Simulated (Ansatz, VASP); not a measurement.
# MoH2 in VASP and in Ansatz

```xyz
3
Lattice="0.0000 2.0995 2.0995 2.0995 0.0000 2.0995 2.0995 2.0995 0.0000" Properties=species:S:1:pos:R:3 pbc="T T T"
Mo    0.0000    0.0000    0.0000
H     1.0498    1.0498    1.0498
H     3.1493    3.1493    3.1493
```

Alike in both runs: task relaxation of cell and atoms; functional r2SCAN; k mesh 8 × 8 × 8; occupations gaussian, width 0.1 eV; no spin polarisation.

|  | VASP | Ansatz |
| --- | --- | --- |
| version | VASP 6.6.1 | Ansatz 0.2.0 |
| potentials or method | VASP PAW PBE potentials, release 64 (Mo_sv, H) | scalar-relativistic, plane waves, PAW |
| plane-wave cutoff (eV) | 600 | 500 |
| valence electrons in the cell | 16 | 16 |

Ansatz gave:

| Item | Value |
| --- | --- |
| gap on the k mesh at the Fermi level, each at its own relaxed structure (eV) | none |
| relaxed volume (Å³/atom) | 7.07 |
| relaxed cell length with the largest relative difference (Å) | 3.107 |
| energy change over the relaxation (meV/atom) | -98 |

**Question.** What did VASP give for the same quantities?

**Answer.** gap on the k mesh at the Fermi level, each at its own relaxed structure (eV): none; relaxed volume (Å³/atom): 7.08; relaxed cell length with the largest relative difference (Å): 3.109; energy change over the relaxation (meV/atom): -102.

A gap of «none» marks a metal or a gap that the smearing closes.

Caveats: the PAW data sets were made with another functional, which shifts forces and pressure a little (VASP). Zero-point motion and thermal expansion aren't in these numbers.
